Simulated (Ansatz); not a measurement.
RuO2: isotropic strain −1.17 %

The reference is RuO$_{2}$ in the rutile structure (space group P4_2/mnm, No. 136; a = 4.523 Å, c = 3.119 Å).

Now apply this change: an isotropic linear strain of −1.17 %, atoms relaxed at fixed cell.

Computed with Kohn–Sham DFT with the PBE functional, run in Ansatz (a program for electronic structure) with PAW and 420 eV plane waves, no spin-orbit coupling. Γ-centred 10×10×15 mesh, Fermi–Dirac width 0.05 eV.

```tsv
quantity	base	changed	shift
volume per atom	10.64 Å³	10.27 Å³	-0.37 Å³
shortest interatomic distance	195.5 pm	193.0 pm	-2.5 pm
energy relative to the base (free energy F)	0 meV/atom	+11 meV/atom	+11 meV/atom
band gap	zero	zero	–
```

Stability against distortions was not tested. No Hubbard U is applied, and correlation can decide whether such a compound is a metal. All final runs are without spin polarisation.
